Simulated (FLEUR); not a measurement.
# Al (Fm-3m) in FLEUR: notebook

One crystal, Al, is run at these levels: r2SCAN; tasks: band structure, equation of state.

Program: FLEUR MaX-R8.1 (later development tree). These are calculated values, not measurements. Logs are shortened: lines on timing, memory, paths and dates and some standing lists are left out, and cuts for length are marked.

**Measured values to compare with.**

“The interpretation of polycrystalline coherent inelastic neutron scattering from aluminium”, 2013, pmc:3831299 quotes, for a bulk crystal of Al: bulk modulus 76.9 GPa.

The results are compared with them further down.

**1. Starting point**

Symmetry: Fm-3m, No. 225, cubic system. Conventional cell: a = 4.050 Å, b = 4.050 Å, c = 4.050 Å, α = 90.00°, β = 90.00°, γ = 90.00°. Around Al (site symmetry m-3m) lie 12 Al at 2.86 Å.

**2. Band structure, r2SCAN**

The input, inp.xml:

```xml
<?xml version="1.0" encoding="UTF-8" standalone="no"?>
<fleurInput fleurInputVersion="0.39">
   <comment>
      Al                                                                                                  
   </comment>
   <calculationSetup>
      <cutoffs Kmax="4.1" Gmax="12.7" GmaxXC="12.7" numbands="0"/>
      <scfLoop itmax="60" minDistance="0.00001" maxIterBroyd="15" imix="Anderson" alpha="0.05" precondParam="0.0" spinf="2.0" sdNocoIR="T"/>
      <coreElectrons ctail="F" frcor="F" kcrel="0" coretail_lmax="0"/>
      <xcFunctional name="LibXC" relativisticCorrections="F">
         <LibXCName exchange="mgga_x_r2scan" correlation="mgga_c_r2scan"/>
         <AuxGGA exchange="117" correlation="130"/>
      </xcFunctional>
      <magnetism jspins="1"/>
      <soc l_soc="F" theta="0.0" phi="0.0" spav="F"/>
      <expertModes spex="0" secvar="F"/>
      <geometryOptimization l_f="F" forcealpha="1.0" forcemix="BFGS" epsdisp="0.00001" epsforce="0.00001"/>
      <ldaU l_linMix="F" mixParam="0.05" spinf="1.0"/>
   </calculationSetup>
   <cell>
      <bzIntegration valenceElectrons="11.0" mode="hist" fermiSmearingEnergy="0.00183747">
         <kPointListSelection listName="default-1"/>
         <!-- k-points included here -->
         <xi:include xmlns:xi="http://www.w3.org/2001/XInclude" href="kpts.xml"> </xi:include>
      </bzIntegration>
      <!-- symmetry operations included here -->
      <xi:include xmlns:xi="http://www.w3.org/2001/XInclude" href="sym.xml"> </xi:include>
      <bulkLattice scale="1.0">
         <bravaisMatrix>
            <row-1>    0.0000000000000000     3.8263269057207032     3.8263269057207032</row-1>
            <row-2>    3.8263269057207032     0.0000000000000000     3.8263269057207032</row-2>
            <row-3>    3.8263269057207032     3.8263269057207032     0.0000000000000000</row-3>
         </bravaisMatrix>
      </bulkLattice>
   </cell>
   <atomSpecies>
      <species name="Aluminum (Al)" element="Al" atomicNumber="13">
         <mtSphere radius="2.51" gridPoints="829" logIncrement="0.014"/>
         <atomicCutoffs lmax="10" lnonsphr="8"/>
         <electronConfig flipSpins="F">
            <coreConfig>(1s1/2)</coreConfig>
            <valenceConfig>(2s1/2) (2p1/2) (2p3/2) (3s1/2) (3p1/2) (3p3/2)</valenceConfig>
            <stateOccupation state="(3p1/2)" spinUp="0.166667" spinDown="0.166667"/>
            <stateOccupation state="(3p3/2)" spinUp="0.333333" spinDown="0.333333"/>
         </electronConfig>
         <energyParameters s="3" p="3" d="3" f="4"/>
         <lo type="SCLO" l="0" n="2" eDeriv="0"/>
         <lo type="SCLO" l="1" n="2" eDeriv="0"/>
         <lo type="SCLO" l="2" n="3" eDeriv="2"/>
         <lo type="SCLO" l="3" n="4" eDeriv="2"/>
      </species>
   </atomSpecies>
   <atomGroups>
      <atomGroup species="Aluminum (Al)">
         <relPos label="                   1">.0000000000 .0000000000 .0000000000</relPos>
         <force calculate="T" relaxXYZ="TTT"/>
      </atomGroup>
   </atomGroups>
   <output dos="F" band="F" slice="F">
      <checks vchk="F" cdinf="F"/>
      <bandDOS minEnergy="-.5*Htr" maxEnergy="0.5*Htr" sigma="0.015" storeEVData="T"/>
      <vacuumDOS vacdos="F" integ="F" star="F" nstars="0" locx1="0.0" locy1="0.0" locx2="0.0" locy2="0.0" nstm="0" tworkf="0.0"/>
      <unfoldingBand unfoldBand="F" supercellX="1" supercellY="1" supercellZ="1"/>
      <plotting iplot="0" polar="F">
         <plot TwoD="T" vec1="  1.0  0.0  0.0" vec2="  0.0  1.0  0.0" vec3="  0.0  0.0  1.0" zero="  0.0  0.0  0.0" file="plot"/>
      </plotting>
      <chargeDensitySlicing numkpt="0" minEigenval="0.0" maxEigenval="0.0" nnne="0" pallst="F"/>
      <specialOutput eonly="F"/>
      <moessbauerParams electricFieldGradient="T" isomerShift="T" coreHyperfine="T" valenceHyperfine="T"/>
      <magneticCircularDichroism mcd="F" energyLo="-10.0" energyUp="0.0"/>
   </output>
  <!-- We include the file relax.xml here to enable relaxations (see documentation) -->
  <xi:include xmlns:xi="http://www.w3.org/2001/XInclude" href="relax.xml"> <xi:fallback/> </xi:include>
</fleurInput>
```

The input, crystal.txt:

```
Al
&input cartesian=F /
0.0000000000  2.0248050000  2.0248050000
2.0248050000  0.0000000000  2.0248050000
2.0248050000  2.0248050000  0.0000000000
1.8897261246
1.0 1.0 1.0

1
13 0.0000000000  0.0000000000  0.0000000000

&kpt div1=11 div2=11 div3=11 gamma=T /
```

The input, inp.xml (bands):

```
<?xml version="1.0" encoding="UTF-8" standalone="no"?>
<fleurInput fleurInputVersion="0.39">
   <comment>
      Al                                                                                                  
   </comment>
   <calculationSetup>
      <cutoffs Kmax="4.1" Gmax="12.7" GmaxXC="12.7" numbands="0"/>
      <scfLoop itmax="60" minDistance="0.00001" maxIterBroyd="15" imix="Anderson" alpha="0.05" precondParam="0.0" spinf="2.0" sdNocoIR="T"/>
      <coreElectrons ctail="F" frcor="F" kcrel="0" coretail_lmax="0"/>
      <xcFunctional name="LibXC" relativisticCorrections="F">
         <LibXCName exchange="mgga_x_r2scan" correlation="mgga_c_r2scan"/>
         <AuxGGA exchange="117" correlation="130"/>
      </xcFunctional>
      <magnetism jspins="1"/>
      <soc l_soc="F" theta="0.0" phi="0.0" spav="F"/>
      <expertModes spex="0" secvar="F"/>
      <geometryOptimization l_f="F" forcealpha="1.0" forcemix="BFGS" epsdisp="0.00001" epsforce="0.00001"/>
      <ldaU l_linMix="F" mixParam="0.05" spinf="1.0"/>
   </calculationSetup>
   <cell>
      <bzIntegration valenceElectrons="11.0" mode="hist" fermiSmearingEnergy="0.00183747">
         <kPointListSelection listName="path-1"/>
         <!-- k-points included here -->
         <xi:include xmlns:xi="http://www.w3.org/2001/XInclude" href="kpts.xml"> </xi:include>
      </bzIntegration>
      <!-- symmetry operations included here -->
      <xi:include xmlns:xi="http://www.w3.org/2001/XInclude" href="sym.xml"> </xi:include>
      <bulkLattice scale="1.0">
         <bravaisMatrix>
            <row-1>    0.0000000000000000     3.8263269057207032     3.8263269057207032</row-1>
            <row-2>    3.8263269057207032     0.0000000000000000     3.8263269057207032</row-2>
            <row-3>    3.8263269057207032     3.8263269057207032     0.0000000000000000</row-3>
         </bravaisMatrix>
      </bulkLattice>
   </cell>
   <atomSpecies>
      <species name="Aluminum (Al)" element="Al" atomicNumber="13">
         <mtSphere radius="2.51" gridPoints="829" logIncrement="0.014"/>
         <atomicCutoffs lmax="10" lnonsphr="8"/>
         <electronConfig flipSpins="F">
            <coreConfig>(1s1/2)</coreConfig>
            <valenceConfig>(2s1/2) (2p1/2) (2p3/2) (3s1/2) (3p1/2) (3p3/2)</valenceConfig>
            <stateOccupation state="(3p1/2)" spinUp="0.166667" spinDown="0.166667"/>
            <stateOccupation state="(3p3/2)" spinUp="0.333333" spinDown="0.333333"/>
         </electronConfig>
         <energyParameters s="3" p="3" d="3" f="4"/>
         <lo type="SCLO" l="0" n="2" eDeriv="0"/>
         <lo type="SCLO" l="1" n="2" eDeriv="0"/>
         <lo type="SCLO" l="2" n="3" eDeriv="2"/>
         <lo type="SCLO" l="3" n="4" eDeriv="2"/>
      </species>
   </atomSpecies>
   <atomGroups>
      <atomGroup species="Aluminum (Al)">
         <relPos label="                   1">.0000000000 .0000000000 .0000000000</relPos>
         <force calculate="T" relaxXYZ="TTT"/>
      </atomGroup>
   </atomGroups>
   <output dos="F" band="T" slice="F">
      <checks vchk="F" cdinf="F"/>
      <bandDOS minEnergy="-.5*Htr" maxEnergy="0.5*Htr" sigma="0.015" storeEVData="T"/>
      <vacuumDOS vacdos="F" integ="F" star="F" nstars="0" locx1="0.0" locy1="0.0" locx2="0.0" locy2="0.0" nstm="0" tworkf="0.0"/>
      <unfoldingBand unfoldBand="F" supercellX="1" supercellY="1" supercellZ="1"/>
      <plotting iplot="0" polar="F">
         <plot TwoD="T" vec1="  1.0  0.0  0.0" vec2="  0.0  1.0  0.0" vec3="  0.0  0.0  1.0" zero="  0.0  0.0  0.0" file="plot"/>
      </plotting>
      <chargeDensitySlicing numkpt="0" minEigenval="0.0" maxEigenval="0.0" nnne="0" pallst="F"/>
      <specialOutput eonly="F"/>
      <moessbauerParams electricFieldGradient="T" isomerShift="T" coreHyperfine="T" valenceHyperfine="T"/>
      <magneticCircularDichroism mcd="F" energyLo="-10.0" energyUp="0.0"/>
   </output>
  <!-- We include the file relax.xml here to enable relaxations (see documentation) -->
  <xi:include xmlns:xi="http://www.w3.org/2001/XInclude" href="relax.xml"> <xi:fallback/> </xi:include>
</fleurInput>
```

Potentials or basis: all-electron, FLAPW.

On the command line:

```console
$ inpgen -f crystal.txt -profile fastHighL
$ # inp.xml edited to the form shown
$ fleur_MPI
$ fleur_MPI   # second run, on inp.xml (bands)
```

Output:

```text
Welcome to FLEUR        (www.flapw.de)
      MaX-Release 8.1          (www.max-centre.eu)
 func_ids         498         497         498         497
 MetaGGA potential functional detected - V_tau will be computed
 Auxiliary Potential for radial basis: exchange=         117  correlation=         130
The functional 'Re-regularized SCAN exchange by Furness et al' is an exchange functional, it belongs to the 'MGGA' family and is defined in the reference(s):
[1] J. W. Furness, A. D. Kaplan, J. Ning, J. P. Perdew, and J. Sun.,  J. Phys. Chem. Lett. 11, 8208-8215 (2020)
[2] J. W. Furness, A. D. Kaplan, J. Ning, J. P. Perdew, and J. Sun.,  J. Phys. Chem. Lett. 11, 9248-9248 (2020)
The functional 'Re-regularized SCAN correlation by Furness et al' is a correlation functional, it belongs to the 'MGGA' family and is defined in the reference(s):
[1] J. W. Furness, A. D. Kaplan, J. Ning, J. P. Perdew, and J. Sun.,  J. Phys. Chem. Lett. 11, 8208-8215 (2020)
[2] J. W. Furness, A. D. Kaplan, J. Ning, J. P. Perdew, and J. Sun.,  J. Phys. Chem. Lett. 11, 9248-9248 (2020)
 Using same functional for VXC and EXC

 ========== k-point set info ==========
 Selected k-point list: default-1
 k-point list type: mesh
 11 x 11 x 11
 Number of k points: 56

 ------------Calculation Setup---------------------------
 Number of MPI-tasks      :            1
 Number of PE/node        :            1
 Number of OMP-threads    :            1
 Most efficient MPI parallelization for:
           1           2           4           7           8          14          28          56
 Additional eigenvalue parallelization possible
 Number of basis functions:          166
 Approximate size of matrices (H+S) per k-point:         0.000 GB
 --------------------------------------------------------
The functional 'Hammer, Hansen, and Norskov' is an exchange functional, it belongs to the 'GGA' family and is defined in the reference(s):
[1] B. Hammer, L. B. Hansen, and J. K. Nørskov.,  Phys. Rev. B 59, 7413 (1999)
The functional 'Perdew, Burke & Ernzerhof' is a correlation functional, it belongs to the 'GGA' family and is defined in the reference(s):
[1] J. P. Perdew, K. Burke, and M. Ernzerhof.,  Phys. Rev. Lett. 77, 3865 (1996)
[2] J. P. Perdew, K. Burke, and M. Ernzerhof.,  Phys. Rev. Lett. 78, 1396 (1997)
 Using same functional for VXC and EXC
 Using auxiliary GGA potential for the first iteration of MetaGGA calculation.
 Reset of history
 Reset of history
 Iteration:     1   Distance:      11.35853528 me/bohr^3
The functional 'Hammer, Hansen, and Norskov' is an exchange functional, it belongs to the 'GGA' family and is defined in the reference(s):
[1] B. Hammer, L. B. Hansen, and J. K. Nørskov.,  Phys. Rev. B 59, 7413 (1999)
The functional 'Perdew, Burke & Ernzerhof' is a correlation functional, it belongs to the 'GGA' family and is defined in the reference(s):
[1] J. P. Perdew, K. Burke, and M. Ernzerhof.,  Phys. Rev. Lett. 77, 3865 (1996)
[2] J. P. Perdew, K. Burke, and M. Ernzerhof.,  Phys. Rev. Lett. 78, 1396 (1997)
 Using same functional for VXC and EXC
 Iteration:     2   Distance:      11.05347370 me/bohr^3
The functional 'Hammer, Hansen, and Norskov' is an exchange functional, it belongs to the 'GGA' family and is defined in the reference(s):
[1] B. Hammer, L. B. Hansen, and J. K. Nørskov.,  Phys. Rev. B 59, 7413 (1999)
The functional 'Perdew, Burke & Ernzerhof' is a correlation functional, it belongs to the 'GGA' family and is defined in the reference(s):
[1] J. P. Perdew, K. Burke, and M. Ernzerhof.,  Phys. Rev. Lett. 77, 3865 (1996)
[2] J. P. Perdew, K. Burke, and M. Ernzerhof.,  Phys. Rev. Lett. 78, 1396 (1997)
 Using same functional for VXC and EXC
 Iteration:     3   Distance:      10.46825880 me/bohr^3
The functional 'Hammer, Hansen, and Norskov' is an exchange functional, it belongs to the 'GGA' family and is defined in the reference(s):
[1] B. Hammer, L. B. Hansen, and J. K. Nørskov.,  Phys. Rev. B 59, 7413 (1999)
The functional 'Perdew, Burke & Ernzerhof' is a correlation functional, it belongs to the 'GGA' family and is defined in the reference(s):
[1] J. P. Perdew, K. Burke, and M. Ernzerhof.,  Phys. Rev. Lett. 77, 3865 (1996)
[2] J. P. Perdew, K. Burke, and M. Ernzerhof.,  Phys. Rev. Lett. 78, 1396 (1997)
 Using same functional for VXC and EXC
 Iteration:     4   Distance:       0.76441025 me/bohr^3
The functional 'Hammer, Hansen, and Norskov' is an exchange functional, it belongs to the 'GGA' family and is defined in the reference(s):
[1] B. Hammer, L. B. Hansen, and J. K. Nørskov.,  Phys. Rev. B 59, 7413 (1999)
The functional 'Perdew, Burke & Ernzerhof' is a correlation functional, it belongs to the 'GGA' family and is defined in the reference(s):
[1] J. P. Perdew, K. Burke, and M. Ernzerhof.,  Phys. Rev. Lett. 77, 3865 (1996)
[2] J. P. Perdew, K. Burke, and M. Ernzerhof.,  Phys. Rev. Lett. 78, 1396 (1997)
 Using same functional for VXC and EXC
 Iteration:     5   Distance:       0.50821686 me/bohr^3
The functional 'Hammer, Hansen, and Norskov' is an exchange functional, it belongs to the 'GGA' family and is defined in the reference(s):
[... 32 lines left out ...]
 Using same functional for VXC and EXC
 Iteration:    10   Distance:       0.00018256 me/bohr^3
The functional 'Hammer, Hansen, and Norskov' is an exchange functional, it belongs to the 'GGA' family and is defined in the reference(s):
[1] B. Hammer, L. B. Hansen, and J. K. Nørskov.,  Phys. Rev. B 59, 7413 (1999)
The functional 'Perdew, Burke & Ernzerhof' is a correlation functional, it belongs to the 'GGA' family and is defined in the reference(s):
[1] J. P. Perdew, K. Burke, and M. Ernzerhof.,  Phys. Rev. Lett. 77, 3865 (1996)
[2] J. P. Perdew, K. Burke, and M. Ernzerhof.,  Phys. Rev. Lett. 78, 1396 (1997)
 Using same functional for VXC and EXC
 Iteration:    11   Distance:       0.00001819 me/bohr^3
The functional 'Hammer, Hansen, and Norskov' is an exchange functional, it belongs to the 'GGA' family and is defined in the reference(s):
[1] B. Hammer, L. B. Hansen, and J. K. Nørskov.,  Phys. Rev. B 59, 7413 (1999)
The functional 'Perdew, Burke & Ernzerhof' is a correlation functional, it belongs to the 'GGA' family and is defined in the reference(s):
[1] J. P. Perdew, K. Burke, and M. Ernzerhof.,  Phys. Rev. Lett. 77, 3865 (1996)
[2] J. P. Perdew, K. Burke, and M. Ernzerhof.,  Phys. Rev. Lett. 78, 1396 (1997)
 Using same functional for VXC and EXC
 Iteration:    12   Distance:       0.00001675 me/bohr^3
The functional 'Hammer, Hansen, and Norskov' is an exchange functional, it belongs to the 'GGA' family and is defined in the reference(s):
[1] B. Hammer, L. B. Hansen, and J. K. Nørskov.,  Phys. Rev. B 59, 7413 (1999)
The functional 'Perdew, Burke & Ernzerhof' is a correlation functional, it belongs to the 'GGA' family and is defined in the reference(s):
[1] J. P. Perdew, K. Burke, and M. Ernzerhof.,  Phys. Rev. Lett. 77, 3865 (1996)
[2] J. P. Perdew, K. Burke, and M. Ernzerhof.,  Phys. Rev. Lett. 78, 1396 (1997)
 Using same functional for VXC and EXC
 Iteration:    13   Distance:       0.00000173 me/bohr^3

 ********************************************************************
 Run finished successfully
 Stop message:
   all done
 ********************************************************************
```

It took 12 s on 1 thread of Arm Neoverse V2, shared host; peak memory 0.08 GiB.

Results:

```yaml
Free_energy: -6610.3078 eV
Band_gap_along_the_path: none (metal or under the smearing width)
Valence_electrons_inside_the_program's_atomic_spheres: Al 9.81 (radii Al 2.51 bohr)
```

Levels at the corners of the path, in eV from the Fermi level:
```
point  band 5  band 6  band 7  band 8  band 9
    Γ  -11.81   13.35   13.35   13.35   15.24
    X   -3.16   -1.64    5.49    5.98    5.98
    W   -0.94   -0.94    0.05    1.49   16.80
    K   -2.05   -1.52   -0.28    7.01    8.79
    Γ  -11.81   13.35   13.35   13.35   15.24
    L   -4.99   -4.53   12.10   12.10   12.30
    U   -2.05   -1.52   -0.28    7.01    8.79
    W   -0.94   -0.94    0.05    1.49   16.80
    L   -4.99   -4.53   12.10   12.10   12.30
    K   -2.05   -1.52   -0.28    7.01    8.79
    U   -2.05   -1.52   -0.28    7.01    8.79
    X   -3.16   -1.64    5.49    5.98    5.98
```

Core levels (eV from the Fermi level):
```tsv
atom	levels
1 Al	1s1/2 -1506.6
```

Caveat: the meta-GGA is that of a development version, with a GGA for the radial functions and cores and without core tails.

[end of part 1 of 2]
